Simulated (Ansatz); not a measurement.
**Mg: one candidate structure**

Aim: relax Mg from this start, Hg type (P2_1/c, No. 14), and see where it ends.

Computed with Ansatz 0.2.0 (DFT PBE, scalar-relativistic, plane waves, PAW, unless a step's input says otherwise).

**1. The starting structure**

The structure is monoclinic, space group P2_1/c (No. 14). The conventional cell has a = 5.257 Å, b = 5.714 Å, c = 5.708 Å, α = 90.00°, β = 114.40°, γ = 90.00°. Around Mg (site symmetry -1) lie 6 Mg at 2.87 to 3.15 Å. Mg (site symmetry 1) has 8 Mg at 2.87 to 3.15 Å as nearest neighbours.

Coordinates:

```cif
data_structure
_symmetry_space_group_name_H-M 'P2_1/c'
_symmetry_Int_Tables_number 14
_cell_length_a 5.2571
_cell_length_b 5.7140
_cell_length_c 5.7082
_cell_angle_alpha 90.000
_cell_angle_beta 114.400
_cell_angle_gamma 90.000
_cell_volume 156.16
loop_
_atom_site_label
_atom_site_type_symbol
_atom_site_symmetry_multiplicity
_atom_site_Wyckoff_symbol
_atom_site_fract_x
_atom_site_fract_y
_atom_site_fract_z
_atom_site_occupancy
Mg1 Mg 2 a 0.00000 0.00000 0.00000 1
Mg2 Mg 4 e 0.42500 0.36000 0.26500 1
```

(A quick probe on a coarse mesh, which set the mesh and smearing, is not shown.)

**3. Coarse relaxation**

Contents of input.yaml:

```yaml
crystal:
  lattice:
    - [5.2570849783, 0.0, 0.0]
    - [0.0, 5.7140418582, 0.0]
    - [-2.3580889391, 0.0, 5.1983797529]
  atoms:
    - { symbol: Mg, position: [0.0, 0.0, 0.0] }
    - { symbol: Mg, position: [0.0, 0.5, 0.5] }
    - { symbol: Mg, position: [0.425, 0.36, 0.265] }
    - { symbol: Mg, position: [0.575, 0.86, 0.235] }
    - { symbol: Mg, position: [0.575, 0.64, 0.735] }
    - { symbol: Mg, position: [0.425, 0.14, 0.765] }
basis:
  ecutwfc: 420
kpoints:
  mp_grid: { grid: [4, 4, 4] }
hamiltonian:
  xc: pbe
scf:
  occupations: { method: gaussian, width: 0.1 }
  lower_state_search: "off"
output:
  forces: true
  stress: true
  eigenvalues: true
relax:
  adjacent_minimum: "off"
  f_tol: 0.04
  max_steps: 70
  cell: { stress_tol: 0.4 }
```

Further runs follow: relaxing cell and atoms.

Q: Predict the outcome of this session.

As calculated:

```
           quantity                                                                      value
cell (conventional)  a = 3.670 Å, b = 3.670 Å, c = 3.410 Å, α = 90.00°, β = 90.00°, γ = 90.00°
        space group                                                           I4/mmm (No. 139)
             volume                                                              22.96 Å³/atom
    gap on the mesh                                                               none (metal)
```

**Reading.** The structure ended in another space group than at the start: P2_1/c to I4/mmm.
